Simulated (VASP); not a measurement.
HC60N3 (a cell with a defect):

```
H C N
1.0
     7.14000    0.00000    0.00000
     0.00000    7.14000    0.00000
     0.00000    0.00000    7.14000
H C N
1 60 3
Direct
  0.56496 0.56496 0.56496
  0.63191 0.63191 0.63191
  0.50149 0.75071 0.75071
  0.75071 0.50149 0.75071
  0.75071 0.75071 0.50149
  0.49509 0.25051 0.74946
  0.49509 0.74946 0.25051
  0.25051 0.49509 0.74946
  0.74946 0.49509 0.25051
  0.25051 0.74946 0.49509
  0.74946 0.25051 0.49509
  0.62358 0.37596 0.87342
  0.62358 0.87342 0.37596
  0.37596 0.62358 0.87342
  0.87342 0.62358 0.37596
  0.37596 0.87342 0.62358
  0.87342 0.37596 0.62358
  0.50509 0.25104 0.25104
  0.25104 0.50509 0.25104
  0.25104 0.25104 0.50509
  0.12740 0.62274 0.62274
  0.62274 0.12740 0.62274
  0.62274 0.62274 0.12740
  0.99996 0.49996 0.49996
  0.49996 0.99996 0.49996
  0.49996 0.49996 0.99996
  0.12782 0.37731 0.37731
  0.37731 0.12782 0.37731
  0.37731 0.37731 0.12782
  0.62393 0.87587 0.87587
  0.87587 0.62393 0.87587
  0.87587 0.87587 0.62393
  0.00112 0.74942 0.74942
  0.74942 0.00112 0.74942
  0.74942 0.74942 0.00112
  0.12373 0.37505 0.87613
  0.12373 0.87613 0.37505
  0.37505 0.12373 0.87613
  0.87613 0.12373 0.37505
  0.37505 0.87613 0.12373
  0.87613 0.37505 0.12373
  0.99875 0.24952 0.74934
  0.99875 0.74934 0.24952
  0.24952 0.99875 0.74934
  0.74934 0.99875 0.24952
  0.24952 0.74934 0.99875
  0.74934 0.24952 0.99875
  0.12378 0.12378 0.62469
  0.12378 0.62469 0.12378
  0.62469 0.12378 0.12378
  0.00174 0.25037 0.25037
  0.25037 0.00174 0.25037
  0.25037 0.25037 0.00174
  0.12494 0.87439 0.87439
  0.87439 0.12494 0.87439
  0.87439 0.87439 0.12494
  0.99997 0.99997 0.49989
  0.99997 0.49989 0.99997
  0.49989 0.99997 0.99997
  0.12540 0.12540 0.12540
  0.99978 0.99978 0.99978
  0.63516 0.36481 0.36481
  0.36481 0.63516 0.36481
  0.36481 0.36481 0.63516
```

The cell was built by a generator and needn't be a form met in nature.

Program: VASP 6.6.1. Alike in all runs: task single point; no spin polarisation; cell as given; k mesh 2 × 2 × 2; cutoff (eV) 520; smearing gaussian 0.03 eV; the mesh is coarse, so values aren't converged.

Q: Order these runs on this cell by their pressure, lowest first.
A. level LDA; potentials or basis VASP PAW LDA potentials, release 64 (H, C, N)
B. level r2SCAN; potentials or basis VASP PAW PBE potentials, release 64 (H, C, N)
C. level PBE; potentials or basis VASP PAW PBE potentials, release 64 (H, C, N)

A: A (-10.9 GPa), B (-0.8 GPa), C (3.1 GPa).

Caveats: all runs use coarse meshes; the PAW data sets were made with another functional, which shifts forces and pressure a little (some runs).
